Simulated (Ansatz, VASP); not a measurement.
## HfB26P27 (Hf_B): VASP beside Ansatz

One calculation is typed for both programs; each brings its own data sets. How far apart do they land? The cell is taken from a series of runs on this material, whose earlier steps may have relaxed, scaled, displaced or heated it; both programs get it as it stands.

Method: plane waves, with VASP 6.6.1 beside it; single point at r2SCAN, in Ansatz 0.2.0.

**1. Starting point**

The cell holds 54 atoms: 26 B, 27 P and 1 Hf. Cell: a = 9.623 Å, b = 9.623 Å, c = 9.623 Å, α = 60.0°, β = 60.0°, γ = 60.0°. It derives from BP (BP (F-43m)). Nearest the centre at fractional (0.667, 0.333, 0.667): Hf54 at 0.08 Å, P40 at 2.29 Å, P46 at 2.31 Å, P38 at 2.31 Å, P37 at 2.39 Å, B18 at 3.25 Å, B13 at 3.25 Å, B19 at 3.25 Å. The cell carries charge −1.

Structure file:

```
B P Hf
1.0
     0.00000    6.80456    6.80456
     6.80456    0.00000    6.80456
     6.80456    6.80456    0.00000
B P Hf
26 27 1
Direct
  0.00090 0.00016 0.99965
  0.00067 0.00009 0.33290
  0.00483 0.99486 0.66701
  0.00109 0.33286 0.99996
  0.00483 0.33428 0.32769
  0.00483 0.33449 0.66728
  0.00103 0.66703 0.99981
  0.00076 0.66693 0.33298
  0.00114 0.66710 0.66563
  0.33403 0.00010 0.99951
  0.33403 0.00001 0.33280
  0.33399 0.00000 0.66668
  0.32868 0.33430 0.00374
  0.33395 0.33405 0.33276
  0.32736 0.33424 0.66697
  0.33417 0.66688 0.99968
  0.33409 0.66672 0.33285
  0.32908 0.67074 0.66697
  0.66827 0.99466 0.00376
  0.66792 0.00004 0.33278
  0.66811 0.99339 0.66685
  0.66856 0.33459 0.00372
  0.66826 0.33429 0.32610
  0.66674 0.66721 0.99989
  0.66817 0.67065 0.32792
  0.66843 0.67064 0.66717
  0.24950 0.25106 0.24845
  0.24849 0.25159 0.58436
  0.25106 0.24952 0.91636
  0.25061 0.58337 0.24956
  0.25107 0.58362 0.58226
  0.25084 0.58355 0.91634
  0.25062 0.91667 0.24947
  0.24969 0.91555 0.58377
  0.25077 0.91673 0.91600
  0.58558 0.25166 0.24735
  0.56602 0.23214 0.56466
  0.57009 0.23614 0.96030
  0.58350 0.58362 0.24982
  0.57098 0.62454 0.56975
  0.58384 0.58352 0.91619
  0.58504 0.91540 0.24859
  0.58553 0.91433 0.58432
  0.58344 0.91717 0.91629
  0.91760 0.24951 0.24991
  0.96010 0.23661 0.56925
  0.91751 0.24982 0.91627
  0.91749 0.58355 0.24962
  0.91746 0.58346 0.58264
  0.91730 0.58343 0.91619
  0.91723 0.91678 0.24953
  0.91756 0.91703 0.58230
  0.91754 0.91682 0.91633
  0.66411 0.32826 0.66456
```

**2. Ansatz: single point, r2SCAN**

Ansatz runs on its PAW soft_1 files.

With cell and atoms fixed, the geometry can't cause a difference; cores, projectors, grids and the points listed under the comparison can.

The input, input.yaml:

```yaml
crystal:
  checkpoint: "../qm1_M2.relax.run"
  host: checkpoint
total_charge: -1
basis:
  ecutwfc: 500
  xc_grid: 2
hamiltonian:
  xc: r2scan
  pseudopotentials: { kind: paw, azcp: { folder: soft_1 } }
kpoints:
  mp_grid: { grid: [2, 2, 2], shift: [0.5, 0.5, 0.5] }
magnetization:
  spin_polarized: true
  initial_magnetization: 2
  spin_locking: { lock_magnetization: hard }
scf:
  occupations: { method: fixed }
  max_iter: 60
output:
  forces: true
  eigenvalues: true
  charged_corrections:
    epsilon: 9.31
    static_epsilon: 9.42
    defect_position: [0.666667, 0.333333, 0.666667]
  eigenstates: { localisation: true }
  populations: true
  efg: {}
  band_densities: [{ bands: [v1, v1] }, { bands: [c1, c1] }]
  write_density: true
  write_potential: true
  volumetric_format: npy
  elf: true
checkpoint:
  read: "../qm1_M2.relax.run"
  write: "../qm1_M2.point.run"
  compress: false
  write_wavefunctions: false
  write_every: 100000
```

The run is started by

```sh
> ansatz run input.yaml --threads 4 --pin off --max-ram 7536MiB --backend cpu --events-out ev --progress --plain --runs-dir out
```

Numbers of over 12 decimals in the logs are rounded to 6 here.

Output:

```text
Warning: This run holds its total moment fixed (magnetization.spin_locking.lock_magnetization: hard) and mixes its density by anderson or broyden (scf.mixing.algorithm, typed or taken by auto). Slabs with a fixed moment have converged under broyden above another state at the same moment, at the default mixing steps and at smaller ones, and under scf.lower_state_search: standard, light or off a state that such a mixer [...]
crystal.checkpoint: the structure is that of <dir>, a `relax` run, at its step 8: its result, under r2scan at a charge of -1 e; 54 atoms read, 0 with a starting moment; crystal.structure_sha256 for this input is
Hf: output.efg is read without spin–orbit coupling, which moves field gradients at and beside such atoms by some per cent and up to a factor of two; PAW files take it under magnetization.noncollinear and magnetization.spin_orbit
Engine: ansatz 0.2.0, aarch64-unknown-linux-gnu
Pseudopotentials: kind: paw
Pseudopotential: B, paw, valence charge 3, recommended cutoff 500 eV (meta_gga), soft_1/B.paw.azcp
Pseudopotential: P, paw, valence charge 5, recommended cutoff 500 eV (meta_gga), soft_1/P.paw.azcp
Pseudopotential: Hf, paw, valence charge 26, recommended cutoff 500 eV (meta_gga), soft_1/Hf.paw.azcp
Functional definition: r2SCAN
  parameter k0 = 0.174
  parameter k1 = 0.065
  parameter a1 = 4.9479
  exchange = r2scan_x(k0 = k0, k1 = k1, a1 = a1)
  correlation = r2scan_c
Crystal: 54 atoms, lattice volume = 630.129 Å³
Basis set: ecut = 500 eV, 16049 PW (Γ), exchange–correlation on 144×144×144 points (8 copies of the dense FFT grid, shifted against one another)
Bands: 175, of which v1, the nominal top of the filled ones, is band 120 counted from 1 (119 counted from 0)
Symmetry: 1 space group operations
Space group: P1 (ITA 1), of the structure as read, at distance tolerance 8.6e-5 Å
Magnetic group: BNS 1.1 (UNI 1), of the structure as read, at distance tolerance 8.6e-5 Å
k-points: 4 of 8 (time reversal used)
Non-local potential: B, projectors of the file, l = 0: 2, l = 1: 2, l = 2: 1
Non-local potential: P, projectors of the file, l = 0: 2, l = 1: 2, l = 2: 1
Non-local potential: Hf, projectors of the file, l = 0: 3, l = 1: 2, l = 2: 2, l = 3: 3
PAW form: soft (Blöchl's): semilocal exchange-correlation on the pseudo side does not see the compensation charge
PAW frozen core: B, regenerated for the run's functional (the file was generated under x = pbe(κ = 0.804, μ = 0.219515), c = pbe(β = 0.066725))
PAW frozen core: P, regenerated for the run's functional (the file was generated under x = pbe(κ = 0.804, μ = 0.219515), c = pbe(β = 0.066725))
PAW frozen core: Hf, regenerated for the run's functional (the file was generated under x = pbe(κ = 0.804, μ = 0.219515), c = pbe(β = 0.066725))
PAW one-centre angular grid: B, 302 points (default); XC on 223 of its mesh's 2233 points in the sphere
PAW one-centre angular grid: P, 302 points (default); XC on 160 Gauss nodes
PAW one-centre angular grid: Hf, 974 points (default); XC on 224 Gauss nodes
Initial density: read from a saved state, or passed on in memory by an earlier SCF of this step, an earlier step, the calling program or the single point that the run made first
Stability of the state it starts from, as read at its close in the collinear treatment: not read, because the mixer in use, unlike msr1, does not test its closes by its own steps (another_mixer); its run was given moments
Starting moments: Σ|m| = 2 μB on 54 of 54 sites; this step starts from the density that it was given
Initial wavefunctions: those read from a saved state, or passed on in memory by an earlier step or the calling program
Functional: x = r2scan, c = r2scan; τ floored in thin density (d = 2e-4 eV/Å³)
SCF iter   1: F=—  HF=-40310.144898 eV  |F-HF|=—  |Δ(HF+E_count)|=         —  Δρ=1.26e-6 (↑1.24e-6 ↓1.26e-6)  dr2=1.72e-8  dr2_τ=1.66e-10  dr2_m=2.95e-11  M=2.000 μB ∫|m|=2.024 μB  β_m=1.20  ethr=2.27e-11  ⟨swp⟩=3.0  Hψ=3312  notcnv=0
preconditioner: auto → Resta (q_TF=auto, 2.323 Å⁻¹)  ε∞=4.9  [insulator: Δε(μ)=0.091 eV  Ē_g=11.426 eV  n_scr=136 (ndim 8)  ℏωp=22.5 eV  f_vac=0.000  ε∞_Penn≈4.9]
spin=Collinear: Resta preconditioning applied to the charge; magnetization (m = ρ↑ − ρ↓) channel mixes plain (no charge-response kernel on spin).
[...]
--- Band table (eV; the first three rows and the last of 8) ---
  k-point 0 ↑: bands = [... 116 lower, 9.2090, 9.5476, 9.5593, 11.0645, 11.0694, 11.5799, 11.7708, 11.7730, ... 51 higher]
  k-point 1 ↑: bands = [... 116 lower, 8.9614, 9.4952, 9.5583, 11.1750, 11.6541, 11.7466, 12.0175, 12.2835, ... 51 higher]
  k-point 2 ↑: bands = [... 116 lower, 8.9466, 9.5095, 9.5410, 11.1856, 11.6560, 11.7605, 12.0263, 12.2853, ... 51 higher]
  k-point 3 ↓: bands = [... 116 lower, 9.0459, 9.6042, 9.6750, 11.4409, 11.8654, 12.1995, 12.2165, 12.3484, ... 51 higher]
--- Löwdin populations: 54 sites ---
  site symbol       q [e]    m [muB]
     0      B      3.6511     0.0118
     1      P      4.2741     0.0284
     2      B      3.6522     0.0126
     3      P      4.2663     0.0268
     4      B      3.6748     0.0305
     5      P      4.3046     0.0127
     6      B      3.6490     0.0209
     7      P      4.3105     0.0098
     8      B      3.6754     0.0296
     9      P      4.3043     0.0127
    10      B      3.6850     0.0382
    11      P      4.3038     0.0120
    12      B      3.6519     0.0227
    13      P      4.3137     0.0118
    14      B      3.6509     0.0114
    15      P      4.2753     0.0289
    16      B      3.6492     0.0208
    17      P      4.3104     0.0099
    18      B      3.6522     0.0127
    19      P      4.2657     0.0266
    20      B      3.6556     0.0079
    21      P      4.5447    -0.0006
    22      B      3.6567     0.0110
    23      P      4.5558     0.0049
[...]
46     Hf     25.6199     0.7667
    47      P      4.3229     0.0159
    48      B      3.6492     0.0209
    49      P      4.3104     0.0099
    50      B      3.6751     0.0295
    51      P      4.3048     0.0129
    52      B      3.6852     0.0392
    53      P      4.3038     0.0121
  spilling = 0.008593 (of n_electrons = 240.000000)
--- Band densities, each state counted as filled ---
  window                                       electrons  max residual (eV)  cut levels
  bands: [v1, v1]                    1.000000 + 1.000000             4.4e-5           0
  bands: [c1, c1]                    1.000000 + 1.000000             4.8e-5           0
```

**3. VASP: single point, r2SCAN**

The same cell, functional and mesh now go to VASP, with its own data sets.

Lines of VASP's logs that name or quote its potential files are left out, and so is its time.

The input, INCAR:

```
SYSTEM = HfB26P27
PREC = Accurate
ENCUT = 460
EDIFF = 1E-06
NELM = 200
ISMEAR = 0
SIGMA = 0.01
LREAL = Auto
ALGO = Normal
METAGGA = R2SCAN
LASPH = .TRUE.
NELECT = 224
NBANDS = 152
ISPIN = 2
MAGMOM = 0 0 0.01 0.01 0.01 0.02 0.01 0 0.01 0 0 0 0.01 0 0.01 0 0 0.01 0.01 0 0.01 0.02 0.02 0.01 0.01 0.02 0.01 0.01 0.01 0 0.01 0 0 0.01 0 0.01 0.01 0.01 0.01 0.01 0.01 0.01 0.01 0.01 0.01 0.01 0.01 0 0.01 0.01 0 0.01 0.01 0.25
LMAXMIX = 4
LORBIT = 11
LWAVE = .FALSE.
LCHARG = .FALSE.
ISIF = 2
ISYM = 0
NUPDOWN = 2
GGA_COMPAT = .FALSE.
LMIXTAU = .TRUE.
KPAR = 4
```

The input, POSCAR:

```
HfB26P27
1.0
    0.0000000000      6.8045562257      6.8045562257
    6.8045562257      0.0000000000      6.8045562257
    6.8045562257      6.8045562257      0.0000000000
B P Hf
26 27 1
Direct
    0.0009029797      0.0001573600      0.9996498074
    0.0006733487      0.0000922596      0.3328959180
    0.0048336524      0.9948601554      0.6670114655
    0.0010911687      0.3328595073      0.9999551457
    0.0048341234      0.3342750140      0.3276889570
    0.0048297414      0.3344920034      0.6672774307
    0.0010272648      0.6670347768      0.9998103877
    0.0007578539      0.6669273709      0.3329790878
    0.0011379474      0.6670953770      0.6656306900
    0.3340341458      0.0000979114      0.9995144580
    0.3340275060      0.0000100284      0.3327984733
    0.3339856235      0.9999994383      0.6666800704
    0.3286787888      0.3343012753      0.0037417151
    0.3339540046      0.3340536814      0.3327621794
    0.3273628255      0.3342381588      0.6669650025
    0.3341704463      0.6668821472      0.9996826488
    0.3340943280      0.6667226108      0.3328520667
    0.3290754742      0.6707422709      0.6669657147
    0.6682672019      0.9946569193      0.0037631193
    0.6679156951      0.0000354804      0.3327819940
    0.6681149792      0.9933922643      0.6668532560
    0.6685606445      0.3345878121      0.0037238498
    0.6682630976      0.3342920556      0.3260961025
    0.6667395103      0.6672146332      0.9998933018
    0.6681743544      0.6706529813      0.3279173667
    0.6684332810      0.6706414338      0.6671691939
    0.2494970974      0.2510597080      0.2484518388
    0.2484879856      0.2515904400      0.5843568311
    0.2510593957      0.2495177209      0.9163556816
    0.2506099952      0.5833689638      0.2495609474
    0.2510734203      0.5836244670      0.5822601488
    0.2508352260      0.5835541077      0.9163359186
    0.2506227340      0.9166692175      0.2494718877
    0.2496905434      0.9155453564      0.5837713851
    0.2507718435      0.9167329049      0.9160023374
    0.5855808468      0.2516620231      0.2473504667
    0.5660249466      0.2321448043      0.5646603783
    0.5700879398      0.2361433598      0.9603009770
    0.5835048453      0.5836177344      0.2498209292
    0.5709795375      0.6245448778      0.5697500288
    0.5838372884      0.5835197475      0.9161906404
    0.5850388386      0.9154027014      0.2485907820
    0.5855332655      0.9143338500      0.5843203116
    0.5834391111      0.9171695948      0.9162902093
    0.9176013130      0.2495076582      0.2499065907
    0.9601015921      0.2366131694      0.5692545364
    0.9175056869      0.2498223474      0.9162669208
    0.9174886546      0.5835457435      0.2496191780
    0.9174644236      0.5834636627      0.5826363621
    0.9173005183      0.5834349213      0.9161930910
    0.9172289701      0.9167807254      0.2495270388
    0.9175586312      0.9170300799      0.5823007287
    0.9175414429      0.9168180284      0.9163324399
    0.6641075198      0.3282643731      0.6645586412
```

The input, KPOINTS:

```
Points of the shifted mesh
8
Reciprocal
 0.2500000000  0.2500000000  0.2500000000 1
 0.2500000000  0.2500000000  0.7500000000 1
 0.2500000000  0.7500000000  0.2500000000 1
 0.2500000000  0.7500000000  0.7500000000 1
 0.7500000000  0.2500000000  0.2500000000 1
 0.7500000000  0.2500000000  0.7500000000 1
 0.7500000000  0.7500000000  0.2500000000 1
 0.7500000000  0.7500000000  0.7500000000 1
```

Potentials, in the order of the species: B, P and Hf_pv (PBE family, release 64).

The run is started by

```sh
> mpirun -np 8 vasp_std
```

Output:

```text
[banner, memory and clock lines left out]
running    8 mpi-ranks, on    1 nodes
[...]
|                                                                             |
|           W    W    AA    RRRRR   N    N  II  N    N   GGGG   !!!           |
|           W    W   A  A   R    R  NN   N  II  NN   N  G    G  !!!           |
|           W    W  A    A  R    R  N N  N  II  N N  N  G       !!!           |
|           W WW W  AAAAAA  RRRRR   N  N N  II  N  N N  G  GGG   !            |
|           WW  WW  A    A  R   R   N   NN  II  N   NN  G    G                |
|           W    W  A    A  R    R  N    N  II  N    N   GGGG   !!!           |
|                                                                             |
|     For optimal performance we recommend to set                             |
|       NCORE = 2 up to number-of-cores-per-socket                            |
|     NCORE specifies how many cores store one orbital (NPAR=cpu/NCORE).      |
|     This setting can greatly improve the performance of VASP for DFT.       |
[...]
DAV:   5    -0.543443581872E+03   -0.42335E-01   -0.42200E-01  6056   0.125E+00BRMIX: very serious problems
 the old and the new charge density differ
 old charge density:   223.00000 new  224.00000
BRMIX: very serious problems
 the old and the new charge density differ
 old charge density:   223.00000 new  224.00000
BRMIX: very serious problems
 the old and the new charge density differ
 old charge density:   223.00000 new  224.00000
BRMIX: very serious problems
 the old and the new charge density differ
 old charge density:   223.00000 new  224.00000
    0.766E+01
DAV:   6    -0.511142983978E+03    0.32301E+02   -0.28982E+01  5544   0.116E+01    0.444E+01
DAV:   7    -0.478971885046E+03    0.32171E+02   -0.79613E+00  6120   0.714E+00    0.621E+00
DAV:   8    -0.489166576482E+03   -0.10195E+02   -0.11079E+01  5392   0.828E+00    0.534E+00
DAV:   9    -0.489698466849E+03   -0.53189E+00   -0.57435E-01  5688   0.205E+00    0.390E+00
[...]
DAV:  18    -0.489788306972E+03   -0.26582E-05   -0.13540E-05  5528   0.111E-02    0.880E-03
DAV:  19    -0.489788310493E+03   -0.35210E-05   -0.19391E-06  4192   0.402E-03    0.690E-03
DAV:  20    -0.489788311267E+03   -0.77390E-06   -0.35501E-06  4512   0.439E-03
   1 F= -.48978831E+03 E0= -.48978753E+03  d E =-.156649E-02  mag=     2.0000
```

Parts of OUTCAR (step 3):

```text
  FREE ENERGIE OF THE ION-ELECTRON SYSTEM (eV)
  ---------------------------------------------------
  free  energy   TOTEN  =      -489.7883112672 eV

  energy  without entropy=     -489.7867447727  energy(sigma->0) =     -489.78752802

 magnetization (x)
# of ion       s       p       d       tot
------------------------------------------
    1        0.002   0.001   0.000   0.003
    2        0.003   0.001   0.000   0.004
    3        0.007   0.005   0.000   0.012
    4        0.005   0.004   0.000   0.009
    5        0.007   0.005   0.000   0.012
    6        0.007   0.009   0.000   0.016
    7        0.005   0.003   0.000   0.009
    8        0.002   0.001   0.000   0.003
    9        0.005   0.003   0.000   0.008
   10        0.003   0.001   0.000   0.005
   11        0.004  -0.000   0.000   0.004
   12        0.003   0.000   0.000   0.004
   13        0.007   0.005   0.000   0.012
[...]
--------------------------------------------------
tot          0.222   0.195   0.419   0.836

[... 1 further part left out ...]
```

The cell is charged against a uniform background. Harder data sets than Hf_pv exist (the GW ones), and pressures, volumes and forces can shift noticeably with them.

**4. Differences**

Known differences besides the potentials themselves: VASP starts from the moments at which Ansatz ended; VASP keeps PBE cores, Ansatz makes them for the functional; fixed occupations in Ansatz, narrow Gaussian smearing in VASP; the cutoff is 500 eV in Ansatz and 460 eV in VASP (PREC = Accurate, projectors in real space); site moments are counted in spheres of each program's own size. Total energies have different zeros and are not compared.

Compared:

```tsv
quantity	Ansatz	VASP	difference
total moment, fixed by the input (μB)	2.00	2.00	0.00
moment on Hf54 (μB)	0.26	0.47	-0.21
```

Forces on 7 of the 54 atoms, those with the largest forces and the largest differences (eV/Å; atoms numbered as in POSCAR):

```tsv
atom	Ansatz x, y, z	VASP x, y, z
B15	0.001, 0.001, 0.001	0.102, -0.017, -0.032
B21	0.004, 0.005, 0.002	-0.015, 0.118, -0.022
B23	0.002, 0.002, 0.002	-0.030, -0.021, 0.099
P35	0.008, 0.004, -0.005	0.046, 0.052, -0.076
P43	-0.001, 0.000, 0.000	0.053, -0.075, 0.054
P51	-0.004, 0.006, 0.003	-0.079, 0.051, 0.038
Hf54	0.001, -0.002, 0.006	-0.109, -0.100, -0.109
```

The forces differ by 36 meV/Å r.m.s., where the r.m.s. force is 0.003 eV/Å in Ansatz and 0.036 eV/Å in VASP: the atoms lie near their places of rest in Ansatz, so a percentage would say little (all taken over all components). The cell carries a charge of -1 e against a uniform background, so its pressure also hangs on how the neutralising background is counted, and in a defect's cell a gap may be the spacing between its levels. The total moments and the pattern agree; the site moments differ because the programs count them in spheres of different size.

**5. Results**

```json
{"r.m.s. force difference (single point, r2SCAN)": "36 meV/Å"}
```

What this shows: The r.m.s. force difference is 36 meV/Å (single point, r2SCAN), beyond the 12 meV/Å picked in this series as the mark of a large difference. The data sets hold unlike numbers of valence electrons (240 in Ansatz and 224 in VASP), so part of the differences comes from the potentials. What causes the difference of the single point, r2SCAN pair stays open here. How closely two codes agree says nothing of how well the functional describes the real material.

[Lines on the potential files, build, host, timing and source positions are cut from VASP's logs without a mark.]

[Logs are printed without paths, hosts, clocks, repeated set-up lines and the standing remarks that a program may print on its own settings, such as how far it seeks lower states.]

[Hosts, paths, dates, database ids (printed as entryN), source tags and the programs' standing remarks are cut or masked in the printed files.]
